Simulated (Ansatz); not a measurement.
# Blue phosphorene monolayer in a perpendicular field, part 3 of 3

Aim: how the blue phosphorene monolayer screens a field along its normal, and what the field does to its bands. A positive field points along +c.

Ansatz 0.2.0; plane-wave DFT, PBE-D4, Ansatz PAW.

So far, gap along the path (eV): step 3 (single point, field 0) 1.98; step 5 (field -0.05 V/Å) 1.98; step 6 (field 0.1 V/Å) 1.98; step 7 (field 0.2 V/Å) 1.98; step 8 (field 0.3 V/Å) 1.97.

### 9. Response, atoms held

This step: plane-wave DFT, PBE-D4, Ansatz PAW; response to a field along the normal, atoms held (Ansatz 0.2.0).

The dipoles give the slope, and the difference of two potentials shows where the field is screened.

This step gave:

```yaml
equivalent_conductor_thickness_p_eps_0ae: 3.760 Å
distance_between_the_outer_atoms: 1.246 Å
```

Table of dipole of the cell by applied field:

```tsv
applied field (V/Å)	dipole of the cell (e·Å)
-0.050	-0.00950
0.000	0
0.050	0.00950
0.100	0.0190
0.200	0.0380
0.300	0.0571
```

Local field over the applied field, running mean. From the potentials at -0.05 and 0.05 V/Å; running mean over 2.5 Å. Local field over applied field against z:

```tsv
z (Å)	local field over applied field
4.13	0.999
4.56	0.997
4.85	0.995
5.27	0.988
5.70	0.972
5.99	0.953
6.42	0.899
6.84	0.805
7.13	0.720
7.56	0.574
7.98	0.423
8.27	0.322
8.70	0.187
9.12	0.0965
9.41	0.0666
9.84	0.0666
10.12	0.0966
10.55	0.187
10.98	0.322
11.26	0.423
11.69	0.574
12.12	0.720
12.40	0.805
12.83	0.899
13.26	0.953
13.54	0.972
13.97	0.988
14.40	0.995
14.68	0.997
15.11	0.999
```

Electrons, planar mean, per unit field. The induced electron density by z:

```tsv
z (Å)	induced electron density (e/Å³ per V/Å)
4.13	4.4e-6
4.42	8.3e-6
4.70	1.6e-5
4.99	3.0e-5
5.27	5.5e-5
5.56	9.9e-5
5.85	1.8e-4
6.27	4.0e-4
6.56	6.7e-4
6.84	0.00110
7.13	0.00174
7.41	0.00255
7.70	0.00330
7.98	0.00348
8.27	0.00258
8.55	0.00113
8.84	6.3e-4
9.12	9.8e-4
9.41	7.5e-4
9.84	-7.5e-4
10.12	-9.8e-4
10.41	-6.3e-4
10.69	-0.00113
10.98	-0.00258
11.26	-0.00348
11.55	-0.00330
11.83	-0.00255
12.12	-0.00174
12.40	-0.00110
12.69	-6.7e-4
12.97	-4.0e-4
13.40	-1.8e-4
13.69	-9.9e-5
13.97	-5.5e-5
14.26	-3.0e-5
14.54	-1.6e-5
14.83	-8.3e-6
15.11	-4.4e-6
```

The smaller of the gaps on the path and on the k-mesh, counted as 0 under 0.03 eV. The gap stays at 1.98 eV for applied field from -0.05 to 0.3 V/Å.

By hand: between -0.05 and 0.05 V/Å the dipole changes by 0.01901 e·Å, a slope of 0.1901 e·Å²/V. A perfect conductor of thickness t has p = ε₀AEt, so t = 180.95 × 0.1901 / 9.148 = 3.76 Å (e/ε₀ = 180.95 V·Å, A in Å²).

The induced dipole is that of a conductor 3.76 Å thick.

### 10. A changed input: efield.amplitude = 0.1

This step: plane-wave DFT, PBE-D4, Ansatz PAW (Ansatz 0.2.0).

A run with a changed input: it repeats the earlier run at 0.05 V/Å with efield.amplitude from 0.05 to 0.1.

input.yaml

```yaml
crystal:
  lattice:
    - [3.2501038918, 0.0, 0.0]
    - [-1.6250519459, 2.8146725352, 0.0]
    - [0.0, 0.0, 19.2457636587]
  atoms:
    - { symbol: P, position: [0.6666666667, 0.3333333333, 0.4676353799] }
    - { symbol: P, position: [0.3333333333, 0.6666666667, 0.5323646201] }
kpoints:
  mp_grid: { grid: [18, 18, 1] }
  band_path:
    path: [[0, 0, 0], [0.5, 0, 0], [0.33333333, 0.33333333, 0], [0, 0, 0]]
    npoints: 16
hamiltonian:
  xc: pbe
  dispersion: d4
scf:
  occupations: { method: fermi_dirac, width: 0.05 }
  convergence: { dr2_threshold: 1.0e-10 }
efield:
  axis: 3
  dipole_correction: true
  ramp_position: 0.97
  ramp_width: 0.06
  amplitude: 0.1
output:
  write_potential: true
  write_density: true
  volumetric_format: npy
```

Command:

```sh
$ ansatz run input.yaml --threads 2 --pin off --max-ram 3072MiB --backend cpu --events-out ev --progress --plain --runs-dir out
```

Numbers of over 12 decimals in the logs are rounded to 6 here.

Log:

```text
[...]
Crystal: 2 atoms, lattice volume = 176.060 Å³
Basis set: ecut = 420 eV, 3509 PW (Γ)
Bands: 9, of which v1, the nominal top of the filled ones, is band 5 counted from 1 (4 counted from 0)
Symmetry: 6 space group operations
k-points: 37 of 324 (time reversal used)
[...]
SCF iter   1: F=—  HF=-1511.913660 eV  |F-HF|=—  |Δ(HF+E_count)|=         —  Δρ=1.83e-2  dr2=4.46e-1  ethr=3.10e-3  p=0.019 e·Å  D=1.91e-2 V/Å  ΔV_dip=-0.37 eV  dr2_dipole=2.88e-6  V_vac-E_F(+/−)=6.41/5.08 eV  ⟨swp⟩=9.1  Hψ=3674  notcnv=0
[...]
SCF iter  10: F=-1511.810143 eV  HF=-1511.810143 eV  |F-HF|=6.82e-12  |Δ(HF+E_count)|=  1.27e-10  Δρ=8.96e-8  dr2=1.40e-11  ethr=1.00e-12  p=0.019 e·Å  D=1.95e-2 V/Å  ΔV_dip=-0.38 eV  dr2_dipole=2.57e-14  V_vac-E_F(+/−)=5.81/4.49 eV  ⟨swp⟩=4.6  Hψ=1549  notcnv=0
SCF 1 converged in 10 iterations: F = -1511.810143 eV  dr2 = 1.40e-11
[...]
SCF converged after 10 iterations
Free energy (F): -1511.810143 eV
[...]
Internal energy: -1511.810143 eV  (E = F + TS)
E sigma→0 (E₀):  -1511.810143 eV
Fermi energy:    -2.488533 eV
Dipole field:    D = 0.019535 V/Å  (p = 0.019007 e·Å, saw-weighted, corrected)
Work function:   not extracted (applied field tilts the vacuum); planar V_es + V_field profile in the machine report
[...]
--- Band table (eV; the first three rows and the last of 37) ---
[...]
```

Wall time 8.2 s (2 threads of AMD EPYC 7R43, shared host); peak memory 0.43 GiB; 15 s of CPU time.

This step gave:

```
dipole along the normal            : 0.01901 e·Å
smallest direct gap along the path : 2.169 eV
```

Electronic bands along the path, in eV, zero at the Fermi level of the run, which the smearing sets inside the gap:

```tsv
point	band 2	band 3	band 4	band 5	band 6	band 7	band 8	band 9
Γ	-7.47	-1.48	-1.02	-1.02	3.02	3.02	3.03	4.27
halfway	-7.15	-4.92	-2.40	-1.07	1.32	4.06	4.43	5.41
M	-10.00	-4.15	-3.23	-2.38	1.05	2.52	4.43	5.40
halfway	-9.99	-5.26	-3.53	-2.32	1.97	3.38	3.99	5.84
K	-10.65	-6.42	-2.74	-2.73	1.13	4.56	4.57	7.34
halfway	-7.27	-4.92	-3.72	-1.02	2.56	3.34	5.02	5.54
Γ	-7.47	-1.48	-1.02	-1.02	3.02	3.02	3.03	4.27
```

The electronic bands as a text plot (rows in eV, shown from -9.0 to 4.3 only):

```
    4.0 |+  +  ++  +            +++++++   +++                ++ +
    3.4 | +++++     ++             +         +++    ++++++++   +
    2.9 |++++         ++++        +             ++++   ++++++++++
    2.3 |    +++          +++++++++             +  ++++
    1.8 |       +++            ++  +++       +++
    1.2 |          ++++++++++++       +++++++
    0.7 |
    0.1 |
   -0.4 |
   -1.0 |***   *******                           *********   ****
   -1.5 |*******      ***                      **         *******
   -2.1 |   *   ***      ****  *******      ***          ****
   -2.7 |    **    *****     **       ******           **
   -3.2 |      *        ********    ****  ***         *   **
   -3.8 |       *               ****         **     **   *
   -4.3 |        **       ********             **  *   **
   -4.9 |          *  ****        *             *******
   -5.4 |           **             **          *
   -6.0 |                            **     ***
   -6.5 |                              *****
   -7.1 |    ********                               *********
   -7.6 |****        *                             *         ****
   -8.2 |             **                         **
   -8.7 |               *                      **
         Γ                   M           K                      Γ
```

```tsv
quantity	this run	earlier run	difference
dipole along the normal (e·Å)	0.01901	0.009502	0.0095
gap along the path (eV)	1.975	1.975	-1.9e-5
smallest direct gap along the path (eV)	2.169	2.169	-4.0e-5
gap on the k-mesh (eV)	1.984	1.984	-2.1e-5
```

The applied field differs, and the slope found earlier predicts a dipole of 0.0190 e·Å; this run gives 0.0190 e·Å, in line with it.

### 11. Summary of results

| Item | Value |
| --- | --- |
| gap without field | 1.98 eV |
| ionisation energy, upper face | 6.19 eV |
| electron affinity, upper face | 4.21 eV |
| equivalent conductor thickness, atoms held | 3.76 Å |

In words: The induced dipole equals that of a perfect conductor 3.76 Å thick, while the outer atoms lie 1.25 Å apart; an out-of-plane ε follows only once a thickness t is chosen, by 1 − 1/ε = 3.76 Å / t. The gap stays within 0.01 eV of 1.98 eV over the fields run, up to 0.3 V/Å in size. Semilocal functionals give gaps that are too small, and excitons are not included.

[Logs are printed without paths, hosts, clocks, repeated set-up lines and the standing remarks that a program may print on its own settings, such as how far it seeks lower states.]

[Hosts, paths, dates, database ids (printed as entryN), source tags and the programs' standing remarks are cut or masked in the printed files.]

[Maps of the electrostatic potential energy from Ansatz leave out the sawtooth potential of an applied field or a dipole correction, so their vacuum need not be flat; planar profiles and work functions include it.]
